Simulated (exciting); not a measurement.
Consider BN (Qingsongite), space group F-43m.

```
N B
1.0
     0.00000    1.80750    1.80750
     1.80750    0.00000    1.80750
     1.80750    1.80750    0.00000
N B
1 1
Direct
  0.75000 0.75000 0.75000
  0.00000 0.00000 0.00000
```

Absorber: atom 2, with 4 N at 1.57 Å (tetrahedral, site symmetry -43m). Method: exciting, all-electron LAPW+lo, PBE, exchange and screened direct term (singlet BSE), 6×6×6 shifted k points, 8 conduction bands, |G+q| up to 3 bohr⁻¹, full RPA screening with nempty = 25, Lorentzian half width 0.45 eV.

What does the B K spectrum look like, and is there a bound core exciton?

Bound core exciton? Yes on this mesh: the first bright state (over 5 % of the brightest) lies at -0.69 eV from the Kohn–Sham onset; weaker or dark states reach down to -0.75 eV. Maxima (height): 0.5 eV (1.00) and 18.9 eV (0.49).

Energy from the Kohn–Sham onset, core level to the lowest empty state found on the meshes used; Im ε in relative units:

```tsv
E (eV)	Im ε
-4.5	0.02
-4.0	0.03
-3.5	0.04
-3.0	0.05
-2.5	0.07
-2.0	0.10
-1.5	0.18
-1.0	0.41
-0.5	0.80
0.0	0.88
0.5	1.00
1.0	0.92
1.5	0.80
2.0	0.64
2.5	0.53
3.0	0.40
3.5	0.33
4.0	0.29
4.5	0.27
5.0	0.25
5.5	0.22
6.0	0.21
6.5	0.19
7.0	0.18
7.5	0.18
8.0	0.17
8.5	0.17
9.0	0.16
9.5	0.14
10.0	0.13
10.5	0.11
11.0	0.10
11.5	0.07
12.0	0.06
12.5	0.05
13.0	0.07
13.5	0.09
14.0	0.09
14.5	0.09
15.0	0.08
15.5	0.07
16.0	0.07
16.5	0.08
17.0	0.10
17.5	0.14
18.0	0.21
18.5	0.38
19.0	0.48
```

A mesh of 216 points doesn't converge binding energies. The kernel cutoff is low for a compact core orbital, so the effect of exchange is a lower bound. The zero comes from the unshifted 7×7×7 ground-state mesh; it is exact only where the band minimum lies on that mesh. The Kohn–Sham onset, 177 eV, is no photon energy (tabulated edge of the element: 188 eV): the scale needs a rigid shift. No quasiparticle correction widens the gap or stretches the bands. Vibrations and energy-dependent lifetimes are left out. The structure is a published determination, not relaxed.

[Banner, clock and machine lines of the logs are left out without a mark of their own.]

[Logs are printed without paths, hosts, clocks, repeated set-up lines and the standing remarks that a program may print on its own settings, such as how far it seeks lower states.]

[Hosts, paths, dates, database ids (printed as entryN), source tags and the programs' standing remarks are cut or masked in the printed files.]
